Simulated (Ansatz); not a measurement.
ZnTe (F-43m), r2SCAN with spin-orbit coupling, rigid bands (Ansatz, a first-principles code): N_c = 9.87e17 cm⁻³ at 300 K and an electron conductivity mass of 0.118 mₑ.

**Question.** For 1e16 electrons per cm³ at 300 K, place the Fermi level, estimate the Seebeck coefficient of a parabolic band with constant τ, and give mobility and conductivity for τ = 10 fs.

**Answer.** The level lies k_BT ln(N_c/n) = 0.119 eV below the conduction-band minimum. S ≈ −(k_B/e)[ln(N_c/n) + 5/2] = -611 μV/K, against -605 μV/K from the full bands (mean over directions). μ = eτ/m = 149 cm²/(V·s) and σ = neμ = 0.239 S/cm. τ is assumed, not computed.

Band transport and this doping are assumed; polarons and phonon drag are left out.
